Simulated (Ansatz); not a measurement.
Input:

```yaml
accuracy: low
crystal:
  lattice:
    - [-3.728596, -3.728596, 0.0]
    - [3.728596, -3.728596, 0.0]
    - [0.0, 0.0, 5.380244]
  atoms:
    - { symbol: Zr, position: [0.5, 0.5, 0.0] }
    - { symbol: Zr, position: [0.0, 0.5, 0.5] }
    - { symbol: O, position: [0.25, 0.25, 0.201] }
    - { symbol: O, position: [0.25, 0.25, 0.701] }
    - { symbol: O, position: [0.25, 0.75, 0.299] }
    - { symbol: O, position: [0.25, 0.75, 0.799] }
    - { symbol: Zr, position: [0.0, 0.0, 0.0] }
    - { symbol: Zr, position: [0.5, 0.0, 0.5] }
    - { symbol: O, position: [0.75, 0.75, 0.201] }
    - { symbol: O, position: [0.75, 0.75, 0.701] }
    - { symbol: O, position: [0.75, 0.25, 0.299] }
    - { symbol: O, position: [0.75, 0.25, 0.799] }
basis:
  ecutwfc: 500.0
kpoints:
  mp_grid: { grid: [2, 2, 2] }
hamiltonian:
  xc: r2scan
  pseudopotentials: { kind: paw, azcp: { folder: soft_1 } }
scf:
  occupations: { method: fermi_dirac, width: 0.3 }
  lower_state_search: "off"
md:
  timestep: 0.75
  n_steps: 80
  ensemble: nvt_langevin
  temperature: 3500.0
  initial_velocities: maxwell_boltzmann
  seed: 57527
  friction: 0.02
```

Run as:

```bash
$ ansatz run input.yaml --threads 1 --pin off --max-ram 3072MiB --backend cpu --events-out ev --progress --plain --runs-dir out
```

Hardware: 1 thread of Arm Neoverse V2 (shared host).

Question: Roughly how long does this run take, and how much memory?

Answer: 14 min, with a peak of 0.59 GiB, for 81 ionic steps.
